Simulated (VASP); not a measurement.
## ZnSe in VASP 6.6.1, relaxation

INCAR

```
LWAVE = .FALSE.
ISMEAR = -1
NELM = 120
LREAL = .FALSE.
NBANDS = 16
NSW = 40
LCHARG = .FALSE.
EDIFF = 1E-7
PREC = Accurate
GGA = PE
ISIF = 3
IBRION = 2
LASPH = .FALSE.
SIGMA = 0.02
EDIFFG = -5E-3
ENCUT = 600
```

KPOINTS

```
KPOINTS created by Atomic Simulation Environment
0
Monkhorst-Pack
8 8 8
0 0 0
```

POSCAR

```
Zn Se
 1.0000000000000000
     0.0000000000000000    2.7008445593000001    2.7008445593000001
     2.7008445593000001    0.0000000000000000    2.7008445593000001
     2.7008445593000001    2.7008445593000001    0.0000000000000000
 Zn  Se
   1   1
Cartesian
  0.0000000000000000  0.0000000000000000  0.0000000000000000
  1.3504222796500001  1.3504222796500001  1.3504222796500001
```

The recommended PBE PAW datasets give the neutral cell 18 valence electrons.

Command

```
mpirun -np 1 vasp_std
```

OSZICAR

```
N       E                     dE             d eps       ncg     rms          rms(c)
DAV:   1     0.931552189391E+02    0.93155E+02   -0.96413E+03  1920   0.149E+03
DAV:   2    -0.295986069336E+00   -0.93451E+02   -0.87548E+02  2168   0.276E+02
DAV:   3    -0.596371487131E+01   -0.56677E+01   -0.56463E+01  2264   0.642E+01
DAV:   4    -0.600882824021E+01   -0.45113E-01   -0.45108E-01  2384   0.607E+00
DAV:   5    -0.600901374689E+01   -0.18551E-03   -0.18551E-03  2336   0.361E-01    0.631E+00
DAV:   6    -0.573060066043E+01    0.27841E+00   -0.54700E-01  2728   0.266E+01    0.465E+00
DAV:   7    -0.570711516506E+01    0.23485E-01   -0.18717E-01  2312   0.417E+00    0.193E+00
DAV:   8    -0.570660315302E+01    0.51201E-03   -0.55151E-03  2800   0.106E+00    0.507E-01
DAV:   9    -0.570665536747E+01   -0.52214E-04   -0.13465E-03  2224   0.295E-01    0.614E-02
DAV:  10    -0.570674611398E+01   -0.90747E-04   -0.25537E-04  2776   0.160E-01    0.315E-02
...
DAV:   8    -0.603067897948E+01    0.73455E-07   -0.60065E-08   976   0.504E-03
   4 F= -.60306790E+01 E0= -.60306790E+01  d E =-.323935E+00
       N       E                     dE             d eps       ncg     rms          rms(c)
DAV:   1    -0.603143207532E+01   -0.75302E-03   -0.83503E-03  2520   0.168E+00    0.191E-01
DAV:   2    -0.603079973309E+01    0.63234E-03   -0.19164E-03  2408   0.109E+00    0.691E-02
DAV:   3    -0.603072534344E+01    0.74390E-04   -0.68200E-05  2328   0.712E-02    0.331E-02
DAV:   4    -0.603070775068E+01    0.17593E-04   -0.10907E-05  2504   0.392E-02    0.132E-02
DAV:   5    -0.603070565069E+01    0.21000E-05   -0.27978E-06  2816   0.253E-02    0.116E-03
DAV:   6    -0.603070564138E+01    0.93100E-08   -0.59732E-07  2016   0.822E-03
   5 F= -.60307056E+01 E0= -.60307056E+01  d E =-.266619E-04
```

From OUTCAR

```
k-points           NKPTS =     60   k-points in BZ     NKDIM =     60   number of bands    NBANDS=     16

   NELECT =      18.0000    total number of electrons

   dimension x,y,z NGX =    32 NGY =   32 NGZ =   32
   dimension x,y,z NGXF=    64 NGYF=   64 NGZF=   64

  energy-cutoff  :      600.00
  volume of cell :       47.28
      direct lattice vectors                 reciprocal lattice vectors
    -0.000000000  2.869978649  2.869978649    -0.174217324  0.174217324  0.174217324
     2.869978649  0.000000000  2.869978649     0.174217324 -0.174217324  0.174217324
     2.869978649  2.869978649 -0.000000000     0.174217324  0.174217324 -0.174217324

 k-points in reciprocal lattice and weights: KPOINTS created by Atomic Simulation Env
   0.06250000  0.06250000  0.06250000       0.004
   0.18750000  0.06250000  0.06250000       0.012
   0.31250000  0.06250000  0.06250000       0.012
   0.43750000  0.06250000  0.06250000       0.012
  -0.43750000  0.06250000  0.06250000       0.012
  -0.31250000  0.06250000  0.06250000       0.012
  -0.18750000  0.06250000  0.06250000       0.012
  -0.06250000  0.06250000  0.06250000       0.012
   ...

 E-fermi :   1.7081

 k-point     1 :       0.0625    0.0625    0.0625
  band No.  band energies     occupation
      1     -11.7051      2.00000
      2      -5.1185      2.00000
      3      -5.1164      2.00000
      4      -5.1164      2.00000
      5      -4.7857      2.00000
      6      -4.7857      2.00000
      7       0.8137      2.00000
      8       1.2563      2.00000
      9       1.2563      2.00000
     10       2.8463      0.00000
     11       7.0519      0.00000
     12       7.1703      0.00000
     13       7.1703      0.00000
     14      11.3374      0.00000
     15      12.3748      0.00000
     16      12.3748      0.00000

 k-point     2 :       0.1875    0.0625    0.0625
  band No.  band energies     occupation
      1     -11.5837      2.00000
      2      -5.1077      2.00000
      3      -5.1006      2.00000
      4      -5.0918      2.00000
      5      -4.7911      2.00000
      6      -4.7826      2.00000
      7      -0.3701      2.00000
      8       0.8594      2.00000
      9       1.1700      2.00000
     10       3.7660      0.00000
     11       6.8919      0.00000
     12       7.3561      0.00000
     13       7.7047      0.00000
     14      11.3658      0.00000
     15      11.9127      0.00000
     16      12.4204      0.00000

 k-point     3 :       0.3125    0.0625    0.0625
  band No.  band energies     occupation
      1     -11.3302      2.00000
      2      -5.0682      2.00000
      3      -5.0638      2.00000
      4      -5.0291      2.00000
      5      -4.7908      2.00000
      6      -4.7765      2.00000
      7      -1.9192      2.00000
      8       0.4857      2.00000
      9       0.8747      2.00000
     10       4.1590      0.00000
     11       7.5647      0.00000
     12       7.6954      0.00000
     13       8.1131      0.00000
     14      11.2779      0.00000
     15      11.8995      0.00000
     16      12.6168      0.00000

 ...

  Total        0.0006848      0.0006848      0.0006848      0.0000000      0.0000000      0.0000000
  in kB        0.0232076      0.0232076      0.0232076      0.0000000      0.0000000      0.0000000
  external PRESSURE =       0.0232076 kB  Pullay stress =       0.0000000 kB

 POSITION                                       TOTAL-FORCE (eV/Angst)
 -----------------------------------------------------------------------------------
      0.00000      0.00000      0.00000         0.000000      0.000000     -0.000000
      1.43499      1.43499      1.43499        -0.000000     -0.000000      0.000000
 -----------------------------------------------------------------------------------
    total drift:                                0.000000      0.000000      0.000000

  FREE ENERGIE OF THE ION-ELECTRON SYSTEM (eV)
  ---------------------------------------------------
  free  energy   TOTEN  =        -6.0307056414 eV

  energy  without entropy=       -6.0307056414  energy(sigma->0) =       -6.03070564
```

```tsv
ionic step	ΔE (meV/atom)	volume (Å³)	largest force (eV/Å)	pressure (GPa)	electronic steps
1	0.0	39.40	0.000	15.60	13
2	-135.1	51.38	0.000	-3.89	11
3	-162.0	47.21	0.000	0.10	11
4	-162.0	47.37	0.000	-0.10	8
5	-162.0	47.28	0.000	0.00	6
```

It converged. Results: relaxed cell vector lengths 4.059, 4.059, 4.059 Å; relaxed cell volume 47.28 Å³.

The shifted mesh misses Γ, so a band edge there is missed. The volume moved far on the plane waves of the start cell, so a restart from CONTCAR is due.

For comparison, a separate PBE relaxation on usual settings, not on those above, ends at 47.26 Å³.

The run above took about 3.6 min on one core of a shared host (Intel Xeon Platinum 8488C) and held 0.22 GiB at most.
